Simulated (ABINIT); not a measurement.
# InAs (F-43m) in ABINIT: settings compared

Aim: see how the results for InAs move with the level of theory and the settings. Levels: SOGGA, LDA-VWN, HCTH407. Tasks: band structure, equation of state.

Everything below comes from runs of ABINIT 10.8.3 (patched build). Logs are shortened: lines on timing, memory, paths and dates and some standing lists are left out, and cuts for length are marked. The log counts tension as positive stress, the text compression.

**What was measured.**

From a printed reference work, data compilation, for a bulk crystal of InAs at 4.2 K: band gap 0.418 eV (direct).

The runs below are set against these values where they give the same quantity.

### Step 1. Starting point

The structure is cubic, space group F-43m (No. 216). Conventional cell: a = 6.036 Å, b = 6.036 Å, c = 6.036 Å, α = 90.00°, β = 90.00°, γ = 90.00°. In (site symmetry -43m) has 4 As at 2.61 Å as nearest neighbours. Around As (site symmetry -43m) lie 4 In at 2.61 Å.

### Step 2. Band structure, SOGGA

File run.abi:

```
# Datasets: ground state, then fixed potential
ndtset 2

# Pseudopotentials
pp_dirpath "./"
pseudos "In.GGA_PBE-JTH.xml, As.GGA_PBE-JTH.xml"

# Structure
acell 8.0655335175 8.0655335175 8.0655335175
rprim
     0.0000000000     0.7071067812     0.7071067812
     0.7071067812     0.0000000000     0.7071067812
     0.7071067812     0.7071067812     0.0000000000
ntypat 2
znucl 49 33
natom 2
typat 1 2
xcart
     0.0000000000     0.0000000000     0.0000000000
     4.5270000000     4.5270000000     4.5270000000 Angstrom

# Plane-wave basis
ecut 17.0
pawecutdg 34.0

# Exchange and correlation
ixc -150130

# Bands and occupations
occopt 3
tsmear 0.05 eV

# SCF cycle
nstep 100

# Output
iomode 3
prtwf 0
prteig 0
prtebands 0
enunit 1
prtden1 1

# Dataset 1
kptopt1 1
ngkpt1 8 8 8
nshiftk1 1
shiftk1 0.0 0.0 0.0
nband1 18
tolvrs1 1.0e-9

# Dataset 2: bands along G-X-W-K-G-L-U-W-L-K
iscf2 -2
getden2 1
nband2 22
nbdbuf2 2
tolwfr2 1.0e-12
kptopt2 -9
ndivsm2 8
prteig2 1
prtvol2 -3
kptbounds2
     0.0000000000     0.0000000000     0.0000000000
     0.5000000000     0.0000000000     0.5000000000
     0.5000000000     0.2500000000     0.7500000000
     0.3750000000     0.3750000000     0.7500000000
     0.0000000000     0.0000000000     0.0000000000
     0.5000000000     0.5000000000     0.5000000000
     0.6250000000     0.2500000000     0.6250000000
     0.5000000000     0.2500000000     0.7500000000
     0.5000000000     0.5000000000     0.5000000000
     0.3750000000     0.3750000000     0.7500000000
```

Potentials or basis: JTH PAW PBE v2.0.

Run with:

```console
abinit run.abi > log 2>&1
```

run.abo:

```text
.Version 10.8.3 of ABINIT
 DATASET    1 : space group F-4 3 m (#216); Bravais cF (face-center cubic)
================================================================================
 Values of the parameters that define the memory need for DATASET  1.
     intxc =       0    ionmov =       0      iscf =      17    lmnmax =      18
     lnmax =       6     mgfft =      30  mpssoang =       3    mqgrid =    3001
     natom =       2  nloc_mem =       2    nspden =       1   nspinor =       1
    nsppol =       1      nsym =      24    n1xccc =       1    ntypat =       2
    occopt =       3   xclevel =       2
       mpw =        1254          nfft =       27000          nkpt =          29
 PAW method is used; the additional fine FFT grid is defined by:
   mgfftf=        45    nfftf =     91125
================================================================================
================================================================================

 DATASET    2 : space group F-4 3 m (#216); Bravais cF (face-center cubic)
================================================================================
 Values of the parameters that define the memory need for DATASET  2.
     intxc =       0    ionmov =       0      iscf =      -2    lmnmax =      18
     lnmax =       6     mgfft =      30  mpssoang =       3    mqgrid =    3001
     natom =       2  nloc_mem =       2    nspden =       1   nspinor =       1
    nsppol =       1      nsym =      24    n1xccc =       1    ntypat =       2
    occopt =       3   xclevel =       2
       mpw =        1267          nfft =       27000          nkpt =         139
 PAW method is used; the additional fine FFT grid is defined by:
   mgfftf=        45    nfftf =     91125
================================================================================
================================================================================

--------------------------------------------------------------------------------
------------- Echo of variables that govern the present computation ------------
--------------------------------------------------------------------------------
 -outvars: echo values of preprocessed input variables --------
            acell      8.0655335175E+00  8.0655335175E+00  8.0655335175E+00 Bohr
              amu      1.14820000E+02  7.49215900E+01
             ecut      1.70000000E+01 Hartree
           enunit           1
           getden1          0
           getden2          1
             iscf1         17
             iscf2         -2
              ixc     -150130
           jdtset        1    2
           kptopt1          1
           kptopt2         -9
         kptrlatt        8    0    0      0    8    0      0    0    8
          kptrlen1     6.45242681E+01
          kptrlen2     3.00000000E+01
            natom           2
            nband1         18
            nband2         22
           nbdbuf1          0
           nbdbuf2          2
           ndtset           2
           ndivsm1          0
           ndivsm2          8
            ngfft          30      30      30
          ngfftdg          45      45      45
             nkpt1         29
             nkpt2        139
            nstep         100
             nsym          24
           ntypat           2
           occopt           3
        pawecutdg      3.40000000E+01 Hartree
         pawxcdev           0
        prtebands           0
           prteig1          0
           prteig2          1
           prtvol1          0
           prtvol2         -3
            prtwf           0
            rprim      0.0000000000E+00  7.0710678120E-01  7.0710678120E-01
                       7.0710678120E-01  0.0000000000E+00  7.0710678120E-01
                       7.0710678120E-01  7.0710678120E-01  0.0000000000E+00
           shiftk1     0.00000000E+00  0.00000000E+00  0.00000000E+00
           shiftk2     5.00000000E-01  5.00000000E-01  5.00000000E-01
          spgroup         216
           tolvrs1     1.00000000E-09
           tolvrs2     0.00000000E+00
           tolwfr1     0.00000000E+00
           tolwfr2     1.00000000E-12
[... 244 lines left out ...]
 Non-SCF case, kpt    1 (  0.00000  0.00000  0.00000), residuals and eigenvalues=
  8.82E-13  9.25E-13  3.79E-13  4.64E-13  5.65E-13  8.04E-13  3.55E-13  2.10E-13
  8.46E-13  3.15E-13  5.55E-13  5.74E-13  4.40E-13  8.60E-13  7.67E-13  5.00E-13
  3.47E-13  5.00E-13  8.89E-13  7.69E-13  9.15E-13  8.78E-13
 -1.1350E+00 -1.1350E+00 -1.1350E+00 -1.1348E+00 -1.1348E+00 -3.7717E-01
 -3.7717E-01 -3.7717E-01 -3.7242E-01 -3.7242E-01 -2.8965E-01  1.3990E-01
  1.4867E-01  1.4867E-01  1.4867E-01  2.9023E-01  2.9023E-01  2.9023E-01
  4.1648E-01  5.0487E-01  5.0487E-01  5.2717E-01
 Non-SCF case, kpt    2 (  0.02174  0.00000  0.02174), residuals and eigenvalues=
  5.86E-13  2.87E-13  6.40E-13  7.65E-13  6.21E-13  4.78E-13  7.22E-13  7.21E-13
  8.90E-13  3.32E-13  3.35E-13  7.75E-13  9.32E-13  9.80E-13  8.64E-13  2.28E-13
[... 1087 lines left out ...]
  7.94E-13  7.10E-13  3.32E-13  9.13E-13  6.83E-13  7.95E-13  3.43E-13  5.75E-13
  5.11E-13  3.07E-13  5.65E-13  9.10E-13  2.86E-09  4.84E-06
 -1.1350E+00 -1.1350E+00 -1.1350E+00 -1.1348E+00 -1.1348E+00 -3.8342E-01
 -3.7501E-01 -3.7452E-01 -3.7313E-01 -3.7200E-01 -2.1502E-01 -6.2281E-02
  2.4058E-02  7.7458E-02  2.2399E-01  3.1189E-01  4.0620E-01  4.1334E-01
  4.3004E-01  5.0882E-01  6.1614E-01  6.5435E-01
 Non-SCF case, kpt  139 (  0.37500  0.37500  0.75000), residuals and eigenvalues=
  2.96E-13  2.84E-13  5.26E-13  9.28E-13  6.61E-13  8.73E-13  7.30E-13  4.29E-13
  2.74E-13  8.16E-13  5.72E-13  6.09E-13  5.95E-13  3.33E-13  4.82E-13  3.01E-13
  4.54E-13  8.79E-13  3.87E-13  2.96E-13  4.01E-07  6.85E-05
 -1.1350E+00 -1.1350E+00 -1.1350E+00 -1.1348E+00 -1.1348E+00 -3.8352E-01
 -3.7492E-01 -3.7444E-01 -3.7321E-01 -3.7195E-01 -2.1423E-01 -6.3146E-02
  2.5107E-02  7.5339E-02  2.2203E-01  3.0353E-01  4.1449E-01  4.2027E-01
  4.3134E-01  5.1394E-01  6.1772E-01  6.6430E-01

--- !ResultsGS
iteration_state: {dtset: 2, }
comment   : Summary of ground state results
lattice_vectors:
- [  0.0000000,   5.7031934,   5.7031934, ]
- [  5.7031934,   0.0000000,   5.7031934, ]
- [  5.7031934,   5.7031934,   0.0000000, ]
lattice_lengths: [   8.06553,    8.06553,    8.06553, ]
lattice_angles: [ 60.000,  60.000,  60.000, ] # degrees, (23, 13, 12)
lattice_volume:   3.7100888E+02
convergence: {deltae:  0.000E+00, res2:  0.000E+00, residm:  9.999E-13, diffor:  0.000E+00, }
etotal    :  -1.71762744E+02
entropy   :   0.00000000E+00
fermie    :   1.50392257E-01
cartesian_stress_tensor: null
pressure_GPa: null
xred      :
- [  0.0000E+00,   0.0000E+00,   0.0000E+00, In]
- [  7.5000E-01,   7.5000E-01,   7.5000E-01, As]
cartesian_forces: null
force_length_stats: {min: null, max: null, mean: null, }
...

 Integrated electronic density in atomic spheres:
 ------------------------------------------------
 Atom  Sphere_radius  Integrated_density
    1        2.50645         11.22355656
    2        2.10392         12.67860326

================================================================================

 ----iterations are completed or convergence reached----

 Mean square residual over all n,k,spin=   57.300E-14; max=  99.988E-14
 reduced coordinates (array xred) for    2 atoms
       0.000000000000      0.000000000000      0.000000000000
       0.750000000000      0.750000000000      0.750000000000

 cartesian coordinates (angstrom) at end:
    1      0.00000000000000     0.00000000000000     0.00000000000000
    2      4.52699999700786     4.52699999700786     4.52699999700786
 length scales=  8.065533517500  8.065533517500  8.065533517500 bohr
              =  4.268096528340  4.268096528340  4.268096528340 angstroms
 Eigenvalues (   eV  ) for nkpt= 139  k points:
 kpt#   1, nband= 22, wtk=  1.00000, kpt=  0.0000  0.0000  0.0000 (reduced coord)
 -30.88543  -30.88543  -30.88543  -30.87869  -30.87869  -10.26329  -10.26329  -10.26329
 -10.13408  -10.13408   -7.88191    3.80675    4.04561    4.04561    4.04561    7.89751
   7.89751    7.89751   11.33309   13.73824   13.73824   14.34501
 kpt#   2, nband= 22, wtk=  1.00000, kpt=  0.0217  0.0000  0.0217 (reduced coord)
 -30.88544  -30.88543  -30.88543  -30.87869  -30.87869  -10.26447  -10.26290  -10.26290
 -10.13422  -10.13397   -7.87509    3.57739    4.02522    4.02522    4.27530    7.86745
   7.92488    7.92488   11.37815   13.50969   13.74344   14.36017
 kpt#   3, nband= 22, wtk=  1.00000, kpt=  0.0435  0.0000  0.0435 (reduced coord)
 -30.88544  -30.88542  -30.88542  -30.87869  -30.87868  -10.26798  -10.26177  -10.26177
 -10.13464  -10.13365   -7.85468    3.26122    3.96593    3.96593    4.59203    7.78204
   8.00510    8.00510   11.50787   13.10968   13.75902   14.40557
 kpt#   4, nband= 22, wtk=  1.00000, kpt=  0.0652  0.0000  0.0652 (reduced coord)
 -30.88545  -30.88541  -30.88541  -30.87869  -30.87867  -10.27368  -10.25990  -10.25990
 -10.13536  -10.13313   -7.82088    2.94029    3.87285    3.87285    4.91246    7.65299
   8.13303    8.13303   11.70648   12.69243   13.78497   14.48125
 kpt#   5, nband= 22, wtk=  1.00000, kpt=  0.0870  0.0000  0.0870 (reduced coord)
[... 525 lines left out ...]
 -10.14831  -10.12422   -5.93356   -1.64713    0.72980    2.25265    6.22154    8.79497
  10.50213   10.75584   11.96447   13.75107   16.09171   17.31747
 kpt# 137, nband= 22, wtk=  1.00000, kpt=  0.3929  0.3929  0.7143 (reduced coord)
 -30.88559  -30.88511  -30.88498  -30.87868  -30.87838  -10.42984  -10.20716  -10.19381
 -10.15093  -10.12353   -5.88698   -1.66827    0.66862    2.17567    6.15653    8.67949
  10.74218   11.01650   11.81429   13.77091   16.51268   17.52250
 kpt# 138, nband= 22, wtk=  1.00000, kpt=  0.3839  0.3839  0.7321 (reduced coord)
 -30.88562  -30.88509  -30.88496  -30.87870  -30.87836  -10.43338  -10.20461  -10.19116
 -10.15344  -10.12259   -5.85104   -1.69474    0.65465    2.10773    6.09518    8.48700
  11.05334   11.24743   11.70197   13.84569   16.76595   17.80569
 kpt# 139, nband= 22, wtk=  1.00000, kpt=  0.3750  0.3750  0.7500 (reduced coord)
 -30.88566  -30.88506  -30.88495  -30.87871  -30.87835  -10.43620  -10.20211  -10.18909
 -10.15543  -10.12137   -5.82950   -1.71829    0.68320    2.05009    6.04174    8.25948
  11.27885   11.43600   11.73748   13.98498   16.80914   18.07651

== END DATASET(S) ==============================================================
================================================================================

 -outvars: echo values of variables after computation  --------
            acell      8.0655335175E+00  8.0655335175E+00  8.0655335175E+00 Bohr
           etotal1    -1.7176274415E+02
            fcart1    -1.8885175469E-28  9.4425877344E-29 -1.8885175469E-28
                       1.8885175469E-28 -9.4425877344E-29  1.8885175469E-28
            rprim      0.0000000000E+00  7.0710678120E-01  7.0710678120E-01
                       7.0710678120E-01  0.0000000000E+00  7.0710678120E-01
                       7.0710678120E-01  7.0710678120E-01  0.0000000000E+00
           strten1    -5.7904284020E-06 -5.7904284020E-06 -5.7904284020E-06
                       0.0000000000E+00  0.0000000000E+00  0.0000000000E+00
           xangst      0.0000000000E+00  0.0000000000E+00  0.0000000000E+00
                       4.5269999970E+00  4.5269999970E+00  4.5269999970E+00
             xred      0.0000000000E+00  0.0000000000E+00  0.0000000000E+00
                       7.5000000000E-01  7.5000000000E-01  7.5000000000E-01
 Calculation completed.
```

Wall time 1.9 min (1 thread of Arm Neoverse V1, shared host); peak memory 0.16 GiB.

What came out:

```yaml
Free_energy: -4673.9024 eV
Band_gap_on_the_k_mesh: none (metal or under the smearing width)
Valence_electrons_inside_the_program's_atomic_spheres: In 11.22; As 12.68
```

Levels at the corners of the path, in eV from the Fermi level:
| point | band 12 | band 13 | band 14 | band 15 | band 16 | band 17 |
| --- | --- | --- | --- | --- | --- | --- |
| Γ | -0.29 | -0.05 | -0.05 | -0.05 | 3.81 | 3.81 |
| X | -5.95 | -2.42 | -2.42 | 1.35 | 1.92 | 9.05 |
| W | -5.80 | -3.08 | -3.00 | 4.13 | 4.17 | 4.88 |
| K | -5.81 | -3.41 | -2.04 | 1.95 | 4.17 | 7.19 |
| Γ | -0.29 | -0.05 | -0.05 | -0.05 | 3.81 | 3.81 |
| L | -5.90 | -1.06 | -1.06 | 0.84 | 4.57 | 4.57 |
| U | -5.81 | -3.41 | -2.04 | 1.95 | 4.17 | 7.19 |
| W | -5.80 | -3.08 | -3.00 | 4.13 | 4.17 | 4.88 |
| L | -5.90 | -1.06 | -1.06 | 0.84 | 4.57 | 4.57 |
| K | -5.81 | -3.41 | -2.04 | 1.95 | 4.17 | 7.19 |

Caveat: the cutoff is too short for stress, so the log's stress isn't used; the PAW data sets were made with another functional, which shifts forces and pressure a little; spin-orbit coupling is left out, which moves the levels of the heavy elements; this crystal is a semiconductor, whose small gap the functional closes, so the metal is an error of the method.

### Step 3. Equation of state, LDA-VWN

File run.abi:

```
ndtset 7
getwfk -1
scalecart1 3*0.9795861087
scalecart2 3*0.9864848297
scalecart3 3*0.9932883884
scalecart4 3*1.0000000000
scalecart5 3*1.0066227096
scalecart6 3*1.0131594038
scalecart7 3*1.0196128224

pp_dirpath "./"
pseudos "In.LDA_PW-JTH_sp.xml, As.LDA_PW-JTH_sp.xml"

acell 4.2680965312 4.2680965312 4.2680965312 Angstrom
rprim
     0.0000000000     0.7071067812     0.7071067812
     0.7071067812     0.0000000000     0.7071067812
     0.7071067812     0.7071067812     0.0000000000
ntypat 2
znucl 49 33
natom 2
typat 1 2
xred
     0.0000000000     0.0000000000     0.0000000000
     0.7500000000     0.7500000000     0.7500000000

ecut 15.0
pawecutdg 30.0

kptopt 1
ngkpt 8 8 8
nshiftk 1
shiftk 0.0 0.0 0.0

ixc -1007

nband 8
occopt 3
tsmear 0.05 eV

nstep 100
tolvrs 1.0e-9

iomode 3
prtwf 1
prtden 0
prteig 0
prtebands 0
```

Potentials or basis: JTH PAW LDA v2.0 sp.

Run with:

```console
abinit run.abi > log 2>&1
```

It took 43 s on 1 thread of Arm Neoverse V1, shared host; peak memory 0.13 GiB.

Results (log left out):

| Item | Value |
| --- | --- |
| Equilibrium volume | 27.91 Å³/atom |
| Bulk modulus | 61 GPa |
| Pressure derivative of the bulk modulus | 4.8 |

Energy against volume, from the lowest point:
```
volume (Å³/atom)  energy (meV/atom)
          25.840              33.84
          26.389              17.46
          26.939               6.74
          27.489               1.10
          28.039               0.00
          28.588               2.92
          29.138               9.45
```

Caveat: pressures at fixed basis lie under the slope of the energies; this set keeps more shells in the core, which shifts pressures and gaps; the atomic spheres overlap.

(Part 1 of 2 ends here.)
